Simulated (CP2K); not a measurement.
Crystal: Au.

```
Au
1.0
     2.87792    0.00000    0.00000
     1.43896    2.49236    0.00000
     1.43896    0.83079    2.34982
Au
1
Direct
  0.00000 0.00000 0.00000
```

Base run:

* Program: CP2K 2026.2
* Functional: TPSS
* Potentials or basis: POTENTIAL_UZH Au GTH-PBE-q11; TZVP-MOLOPT-PBE-GTH basis
* Density cutoff: 9524 eV
* k mesh: 11 × 11 × 11
* Occupations: fermi-dirac, width 0.05 eV
* Spin: no spin polarisation

Its results: band gap on the k mesh none (metal or under the smearing width); pressure 9.2 GPa.

Question: After a change of settings the same cell gave: band gap on the k mesh none (metal or under the smearing width); pressure 6.4 GPa. Which change was it?
A. functional from TPSS to AM05
B. functional from TPSS to PBE; density cutoff from 9524 eV to 8163 eV; cutoff of the grids from 700 Ry to 600 Ry
C. functional from TPSS to LDA
D. functional from TPSS to optB88-vdW

Answer: C.

Caveats: the potentials were made for another functional, which shifts forces and pressure; the basis of atomic orbitals isn't converged, which shifts pressures, moduli and gaps.
